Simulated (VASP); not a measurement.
# CoPtO2 (R-3m) in VASP: convergence with k mesh

Aim: find how far k mesh must go before the results for CoPtO2 settle, at LDA. This setting moves, with any that are tied to it; all else stays.

All numbers are computed with VASP 6.6.1; they aren't measurements. Logs are shortened: lines on timing, memory, paths and dates and some standing lists are left out, and cuts for length are marked.

**1. Starting point**

Symmetry: R-3m, No. 166, trigonal system. The conventional cell has a = 2.825 Å, b = 2.825 Å, c = 17.818 Å, α = 90.00°, β = 90.00°, γ = 120.00°. Pt (site symmetry -3m) is surrounded by 2 O at 2.00 Å. Co (site symmetry -3m) has 6 O at 1.90 Å as nearest neighbours. O (site symmetry 3m) has 3 Co at 1.90 Å and 1 Pt at 2.00 Å as nearest neighbours.

The cell is a database's computed one.

**2. With k mesh 3 × 3 × 3**

The input, INCAR:

```
ALGO     = Normal         # electronic algorithm
EDIFF    = 1E-6           # SCF threshold, eV
ENCUT    = 600            # plane-wave cutoff, eV
ISIF     = 2              # what is computed and relaxed
ISMEAR   = 0              # smearing method
ISPIN    = 2              # spin polarisation
LASPH    = True           # aspherical terms in the spheres
LCHARG   = False          # write CHGCAR
LMAXMIX  = 4              # l up to which the mixer works
LORBIT   = 11             # projections on sites
LREAL    = False          # projectors in reciprocal space
LWAVE    = False          # write WAVECAR
MAGMOM   = 0 2 0 0        # initial moments
NBANDS   = 36             # bands
NELM     = 100            # most SCF steps
PREC     = Accurate       # precision mode
SIGMA    = 0.02           # smearing width, eV
```

The input, KPOINTS:

```
k-points
0
Gamma
  3 3 3
```

The input, POSCAR:

```
CoPtO2
1.0
    1.4122699173      0.8153744169      5.9393891094
   -1.4122699173      0.8153744169      5.9393891094
    0.0000000000     -1.6307488338      5.9393891094
Pt Co O
1 1 2
Direct
    0.0000000000      0.0000000000      0.0000000000
    0.5000000000      0.5000000000      0.5000000000
    0.1122440300      0.1122440300      0.1122440300
    0.8877559700      0.8877559700      0.8877559700
```

Potentials or basis: VASP PAW LDA potentials, release 64 (Pt_sv_GW, Co_sv_GW, O_GW).

Launch:

```sh
$ cat potpaw_LDA.64/Pt_sv_GW/POTCAR potpaw_LDA.64/Co_sv_GW/POTCAR potpaw_LDA.64/O_GW/POTCAR > POTCAR
$ mpirun -np 1 vasp_std > vasp.out
```

Wall time 2.7 min (1 thread of Intel Xeon 6975P-C (Granite Rapids), shared host); peak memory 0.35 GiB.

Results:

```
Free energy                                           : -31.2804 eV
Pressure                                              : -9.8 GPa
Largest force                                         : 0.144 eV/Å
Band gap on the k mesh                                : none (metal or under the smearing width)
Net moment                                            : 0.56 μB per cell
Site moments                                          : Pt +0.54; Co +0.04; O +0.00 μB
Valence electrons inside the program's atomic spheres : Pt 18.19; Co 15.32; O 4.91
```

**3. With k mesh 4 × 4 × 4**

INCAR is that of step 2.

The input, KPOINTS:

```
k-points
0
Gamma
  4 4 4
```

POSCAR is that of step 2.

Potentials or basis: VASP PAW LDA potentials, release 64 (Pt_sv_GW, Co_sv_GW, O_GW).

Launch:

```sh
$ cat potpaw_LDA.64/Pt_sv_GW/POTCAR potpaw_LDA.64/Co_sv_GW/POTCAR potpaw_LDA.64/O_GW/POTCAR > POTCAR
$ mpirun -np 1 vasp_std > vasp.out
```

It took 3 min on 1 thread of Intel Xeon 6975P-C (Granite Rapids), shared host; peak memory 0.35 GiB.

Results:

```yaml
Free_energy: -31.9109 eV
Pressure: -11.8 GPa
Largest_force: 0.119 eV/Å
Band_gap_on_the_k_mesh: none (metal or under the smearing width)
Net_moment: -0.03 μB per cell
Site_moments: Pt -0.00; Co -0.03; O -0.00 μB
Valence_electrons_inside_the_program's_atomic_spheres: Pt 18.15; Co 15.33; O 4.91
```

**4. With k mesh 5 × 5 × 5**

INCAR is that of step 3.

The input, KPOINTS:

```
k-points
0
Gamma
  5 5 5
```

POSCAR is that of step 3.

Launch:

```sh
$ cat potpaw_LDA.64/Pt_sv_GW/POTCAR potpaw_LDA.64/Co_sv_GW/POTCAR potpaw_LDA.64/O_GW/POTCAR > POTCAR
$ mpirun -np 1 vasp_std > vasp.out
```

Wall time 4.1 min (1 thread of Intel Xeon 6975P-C (Granite Rapids), shared host); peak memory 0.35 GiB.

Results:

* Free energy: -31.5404 eV
* Pressure: -11.7 GPa
* Largest force: 0.254 eV/Å
* Band gap on the k mesh: none (metal or under the smearing width)
* Net moment: -0.03 μB per cell
* Site moments: Pt -0.02; Co -0.00; O -0.00 μB
* Valence electrons inside the program's atomic spheres: Pt 18.10; Co 15.32; O 4.91

**5. With k mesh 6 × 6 × 6**

INCAR is that of step 4.

The input, KPOINTS:

```
k-points
0
Gamma
  6 6 6
```

POSCAR is that of step 4.

Launch:

```sh
$ cat potpaw_LDA.64/Pt_sv_GW/POTCAR potpaw_LDA.64/Co_sv_GW/POTCAR potpaw_LDA.64/O_GW/POTCAR > POTCAR
$ mpirun -np 1 vasp_std > vasp.out
```

Wall time 7.1 min (1 thread of Intel Xeon 6975P-C (Granite Rapids), shared host); peak memory 0.38 GiB.

What came out:

```yaml
Free_energy: -31.8876 eV
Pressure: -13.5 GPa
Largest_force: 0.091 eV/Å
Band_gap_on_the_k_mesh: none (metal or under the smearing width)
Net_moment: -0.06 μB per cell
Site_moments: Pt -0.06; Co +0.00; O +0.00 μB
Valence_electrons_inside_the_program's_atomic_spheres: Pt 18.14; Co 15.32; O 4.91
```

**6. With k mesh 8 × 8 × 8**

INCAR is that of step 5.

The input, KPOINTS:

```
k-points
0
Gamma
  8 8 8
```

POSCAR is that of step 5.

Potentials or basis: VASP PAW LDA potentials, release 64 (Pt_sv_GW, Co_sv_GW, O_GW).

Launch:

```sh
$ cat potpaw_LDA.64/Pt_sv_GW/POTCAR potpaw_LDA.64/Co_sv_GW/POTCAR potpaw_LDA.64/O_GW/POTCAR > POTCAR
$ mpirun -np 1 vasp_std > vasp.out
```

It took 14 min on 1 thread of Intel Xeon 6975P-C (Granite Rapids), shared host; peak memory 0.46 GiB.

Results:

```yaml
Free_energy: -31.7870 eV
Pressure: -12.7 GPa
Largest_force: 0.160 eV/Å
Band_gap_on_the_k_mesh: none (metal or under the smearing width)
Net_moment: 0.06 μB per cell
Site_moments: Pt +0.07; Co +0.00; O +0.00 μB
Valence_electrons_inside_the_program's_atomic_spheres: Pt 18.14; Co 15.32; O 4.91
```

**7. With k mesh 10 × 10 × 10**

INCAR is that of step 6.

The input, KPOINTS:

```
k-points
0
Gamma
  10 10 10
```

POSCAR is that of step 6.

Potentials or basis: VASP PAW LDA potentials, release 64 (Pt_sv_GW, Co_sv_GW, O_GW).

Launch:

```sh
$ cat potpaw_LDA.64/Pt_sv_GW/POTCAR potpaw_LDA.64/Co_sv_GW/POTCAR potpaw_LDA.64/O_GW/POTCAR > POTCAR
$ mpirun -np 1 vasp_std > vasp.out
```

OUTCAR:

```text
EDIFF = 1E-6
   ENCUT = 600
   ISIF = 2
   ISMEAR = 0
   ISPIN = 2
   LASPH = True
   LORBIT = 11
   LREAL = False
   NELM = 100
   PREC = Accurate

 Found    116 irreducible k-points:

 Following reciprocal coordinates:
            Coordinates               Weight
  0.000000  0.000000  0.000000      1.000000
  0.100000 -0.000000 -0.000000      6.000000
  0.200000 -0.000000 -0.000000      6.000000
  0.300000  0.000000  0.000000      6.000000
  0.400000 -0.000000  0.000000      6.000000
  0.500000  0.000000  0.000000      3.000000
   k-points           NKPTS =    116   k-points in BZ     NKDIM =    116   number of bands    NBANDS=     36
   number of dos      NEDOS =    301   number of ions     NIONS =      4
   total plane-waves  NPLWV = 125000
   dimension x,y,z NGX =    50 NGY =   50 NGZ =   50
   dimension x,y,z NGXF=   100 NGYF=  100 NGZF=  100
   ions per type =               1   1   2
   NGX,Y,Z   is equivalent  to a cutoff of  13.50, 13.50, 13.50 a.u.
   NGXF,Y,Z  is equivalent  to a cutoff of  26.99, 26.99, 26.99 a.u.
 SYSTEM =  unknown system
   PREC   = accura    normal or accurate (medium, high low for compatibility)
   ISTART =      0    job   : 0-new  1-cont  2-samecut
   ICHARG =      2    charge: 1-file 2-atom 10-const
   ISPIN  =      2    spin polarized calculation?
   LNONCOLLINEAR =      F non collinear calculations
   LSORBIT =      F    spin-orbit coupling
   LASPH  =      T    aspherical Exc in radial PAW
   ENCUT  =  600.0 eV  44.10 Ry    6.64 a.u.  12.30 12.30 12.30*2*pi/ulx,y,z
   NELM   =    100;   NELMIN=  2; NELMDL= -5     # of ELM steps
   EDIFF  = 0.1E-05   stopping-criterion for ELM
   LREAL  =      F    real-space projection
   EDIFFG = 0.1E-04   stopping-criterion for IOM
   NSW    =      0    number of steps for IOM
   IBRION =     -1    ionic relax: 0-MD 1-quasi-New 2-CG
   NFREE  =      0    steps in history (QN), initial steepest desc. (CG)
   ISIF   =      2    stress and relaxation
   ISYM   =      2    0-nonsym 1-usesym 2-fastsym
   POTIM  = 0.5000    time-step for ionic-motion
   TEBEG  =    0.0;   TEEND  =   0.0 temperature during run
   PSTRESS=    0.0 pullay stress
   NELECT =      47.0000    total number of electrons
   NUPDOWN=      -1.0000    fix difference up-down
   EMIN   =  10.00;   EMAX   =-10.00  energy-range for DOS
   EFERMI =   0.00;   METHOD = LEGACY
   ISMEAR =     0;   SIGMA  =   0.02  broadening in eV -4-tet -1-fermi 0-gaus
   EFERMI_NEDOS =   21; number of points for ismear=-14 and -15
   IALGO  =     38    algorithm
   IMIX   =      4    mixing-type and parameters
     AMIX     =   0.40;   BMIX     =  1.00
     AMIX_MAG =   1.60;   BMIX_MAG =  1.00
  volume/ion in A,a.u.               =      10.26        69.23
  Fermi-wavevector in a.u.,A,eV,Ry     =   1.712845  3.236809 39.917310  2.933840
  Thomas-Fermi vector in A             =   2.790699
   LORBIT       =     11    0 simple, 1 ext, 2 COOP (PROOUT), +10 PAW based schemes
   GGA     = CA    functional components
   LHFCALC =     F    Hartree Fock is set to
   AEXX    =    0.0000 exact exchange contribution
   IVDW    =     0    specifies the selected vdW correction
   LEPSILON=     F    determine dielectric tensor
   LRPA    =     F    only Hartree local field effects (RPA)
 spin polarized calculation
 Gauss-broadening in eV      SIGMA  =   0.02
  energy-cutoff  :      600.00
  volume of cell :       41.04
 maximum number of plane-waves:      1403
 NGX is ok and might be reduce to    50
   NGX = 25   NGY = 25   NGZ = 25

 number of electron      46.9999998 magnetization      -0.0694664

 number of electron      46.9999998 magnetization       0.0484538

 Free energy of the ion-electron system (eV)
  ---------------------------------------------------
  ext. energy  EPLUGINS =         0.00000000
  ---------------------------------------------------
  free energy    TOTEN  =       -31.75907241 eV

  energy without entropy =      -31.75832966  energy(sigma->0) =      -31.75870103

 E-fermi :   7.7859     XC(G=0): -13.5322

 val. band max:        7.7849186455   @ k =  -0.4000   0.5000   0.2000
 cond. band min:       7.7880467573   @ k =  -0.4000   0.3000   0.2000
 fundamental gap:      0.0031281119
 Fermi energy:         7.7859472680

 spin component 1

 k-point     1 :       0.0000    0.0000    0.0000
  band No.  band energies     occupation
      1     -90.7044      1.00000
      2     -86.7699      1.00000
      3     -50.6289      1.00000
      4     -50.6289      1.00000
      5     -50.6070      1.00000
      6     -45.4612      1.00000
[... 27 lines left out ...]
     34      25.9757      0.00000
     35      29.1787      0.00000

 k-point     2 :       0.1000   -0.0000   -0.0000
  band No.  band energies     occupation
      1     -90.7025      1.00000
      2     -86.7689      1.00000
      3     -50.6363      1.00000
      4     -50.6303      1.00000
      5     -50.6057      1.00000
      6     -45.4578      1.00000
[... 27 lines left out ...]
     34      25.4489      0.00000
     35      27.7904      0.00000

 k-point     3 :       0.2000   -0.0000   -0.0000
  band No.  band energies     occupation
      1     -90.6982      1.00000
      2     -86.7667      1.00000
      3     -50.6564      1.00000
      4     -50.6350      1.00000
      5     -50.6022      1.00000
      6     -45.4490      1.00000
[... 27 lines left out ...]
     34      26.1479      0.00000
     35      26.7237      0.00000
[... 39 lines left out ...]
 k-point     5 :       0.4000   -0.0000    0.0000
  band No.  band energies     occupation
      1     -90.6888      1.00000
      2     -86.7621      1.00000
      3     -50.7013      1.00000
      4     -50.6459      1.00000
      5     -50.5950      1.00000
      6     -45.4295      1.00000
[... 27 lines left out ...]
     34      23.5395      0.00000
     35      25.3140      0.00000

 k-point     6 :       0.5000    0.0000    0.0000
  band No.  band energies     occupation
      1     -90.6871      1.00000
      2     -86.7613      1.00000
      3     -50.7092      1.00000
      4     -50.6475      1.00000
      5     -50.5937      1.00000
      6     -45.4261      1.00000
[... 27 lines left out ...]
     34      24.1268      0.00000
     35      24.7769      0.00000

 [... further k-points ...]

 spin component 2

 k-point     1 :       0.0000    0.0000    0.0000
  band No.  band energies     occupation
      1     -90.6826      1.00000
      2     -86.7698      1.00000
      3     -50.6292      1.00000
      4     -50.6292      1.00000
      5     -50.6062      1.00000
      6     -45.4450      1.00000
[... 27 lines left out ...]
     34      25.9784      0.00000
     35      29.1807      0.00000

 k-point     2 :       0.1000   -0.0000   -0.0000
  band No.  band energies     occupation
      1     -90.6808      1.00000
      2     -86.7688      1.00000
      3     -50.6366      1.00000
      4     -50.6306      1.00000
      5     -50.6049      1.00000
      6     -45.4416      1.00000
[... 27 lines left out ...]
     34      25.4526      0.00000
     35      27.7952      0.00000

 k-point     3 :       0.2000   -0.0000   -0.0000
  band No.  band energies     occupation
      1     -90.6764      1.00000
      2     -86.7666      1.00000
      3     -50.6567      1.00000
      4     -50.6353      1.00000
      5     -50.6014      1.00000
      6     -45.4328      1.00000
[... 27 lines left out ...]
     34      26.1511      0.00000
     35      26.7306      0.00000
[... 39 lines left out ...]
 k-point     5 :       0.4000   -0.0000    0.0000
  band No.  band energies     occupation
      1     -90.6670      1.00000
      2     -86.7620      1.00000
      3     -50.7016      1.00000
      4     -50.6462      1.00000
      5     -50.5942      1.00000
      6     -45.4134      1.00000
[... 27 lines left out ...]
     34      23.5434      0.00000
     35      25.3195      0.00000

 k-point     6 :       0.5000    0.0000    0.0000
  band No.  band energies     occupation
      1     -90.6653      1.00000
      2     -86.7612      1.00000
      3     -50.7094      1.00000
      4     -50.6478      1.00000
      5     -50.5929      1.00000
      6     -45.4100      1.00000
[... 27 lines left out ...]
     34      24.1318      0.00000
     35      24.7809      0.00000

 [... further k-points ...]

 [bands above 35 left out]

------------------------ aborting loop because EDIFF is reached ----------------------------------------

  FORCE on cell =-STRESS in cart. coord.  units (eV):
  Direction    XX          YY          ZZ          XY          YZ          ZX
  --------------------------------------------------------------------------------------
  -------------------------------------------------------------------------------------
  Total       -3.0852010     -3.0852010     -3.5358840     -0.0000000      0.0000000      0.0000000
  in kB     -120.4553880   -120.4553880   -138.0513865     -0.0000000      0.0000000      0.0000000
  external PRESSURE =    -126.3207208 kB  Pullay stress =       0.0000000 kB

 VOLUME and BASIS-vectors are now :
 -----------------------------------------------------------------------------
  energy-cutoff  :      600.00
  volume of cell :       41.04
      direct lattice vectors                 reciprocal lattice vectors
     1.412269917  0.815374417  5.939389109     0.354039971  0.204405072  0.056122495
    -1.412269917  0.815374417  5.939389109    -0.354039971  0.204405072  0.056122495
     0.000000000 -1.630748834  5.939389109     0.000000000 -0.408810145  0.056122495

 POSITION                                       TOTAL-FORCE (eV/Angst)
 -----------------------------------------------------------------------------------
      0.00000      0.00000      0.00000         0.000000     -0.000000      0.000000
      0.00000      0.00000      8.90908         0.000000     -0.000000      0.000000
      0.00000      0.00000      1.99998         0.000000      0.000000      0.184287
      0.00000      0.00000     15.81818         0.000000     -0.000000     -0.184287
 -----------------------------------------------------------------------------------
    total drift:                               -0.000000     -0.000000     -0.000000

  FREE ENERGIE OF THE ION-ELECTRON SYSTEM (eV)
  ---------------------------------------------------
  free  energy   TOTEN  =       -31.7590724127 eV

  energy  without entropy=      -31.7583296564  energy(sigma->0) =      -31.75870103

 total charge

# of ion       s       p       d       f       tot
--------------------------------------------------
    1        4.224   6.081   7.793   0.032  18.130
    2        2.179   6.361   6.754   0.028  15.322
    3        1.517   3.390   0.000   0.000   4.907
    4        1.517   3.390   0.000   0.000   4.907
--------------------------------------------------
tot          9.436  19.222  14.546   0.060  43.265

 magnetization (x)

# of ion       s       p       d       f       tot
--------------------------------------------------
    1        0.010   0.001   0.042   0.000   0.052
    2        0.000   0.000   0.000   0.000   0.000
    3        0.000   0.001   0.000   0.000   0.001
    4        0.000   0.001   0.000   0.000   0.001
--------------------------------------------------
tot          0.010   0.002   0.042   0.000   0.054
```

Run time: 29 min. Hardware: 1 thread of Intel Xeon 6975P-C (Granite Rapids), shared host; peak memory 0.6 GiB.

What came out:

| Item | Value |
| --- | --- |
| Free energy | -31.7591 eV |
| Pressure | -12.6 GPa |
| Largest force | 0.184 eV/Å |
| Band gap on the k mesh | none (metal or under the smearing width) |
| Net moment | 0.05 μB per cell |
| Site moments | Pt +0.05; Co +0.00; O +0.00 μB |
| Valence electrons inside the program's atomic spheres | Pt 18.13; Co 15.32; O 4.91 |

**8. The series at a glance**

```tsv
k mesh	energy less the tightest run, at zero smearing (meV/atom)	pressure (GPa)	largest force (eV/Å)	largest site moment (μB)	SCF cycles	CPU time (s)	peak memory (GiB)
3 × 3 × 3	119.99	-9.78	0.144	0.54	31	160	0.35
4 × 4 × 4	-37.97	-11.77	0.119	0.03	20	180	0.35
5 × 5 × 5	54.69	-11.74	0.254	0.02	19	250	0.35
6 × 6 × 6	-32.17	-13.55	0.091	0.06	20	430	0.38
8 × 8 × 8	-6.96	-12.73	0.160	0.07	18	830	0.46
10 × 10 × 10	0.00	-12.63	0.184	0.05	21	1800	0.6
```

Against the tightest run, the pressure stays within 0.1 GPa from 8 × 8 × 8 on; the largest site moment stays within 0.02 μB from 6 × 6 × 6 on. Not settled before the last step: the energy (to 1 meV/atom), the largest force (to 0.005 eV/Å). Meshes of other sizes hit other points, so gaps and Fermi surfaces needn't settle smoothly. The tightest run that finished is the yardstick and may itself not be fully converged.

Caveats: the starting moments collapsed, and a magnetic state may lie lower; semilocal functionals often make such compounds metallic where correlation or magnetic order opens a gap, which also shifts bond lengths.
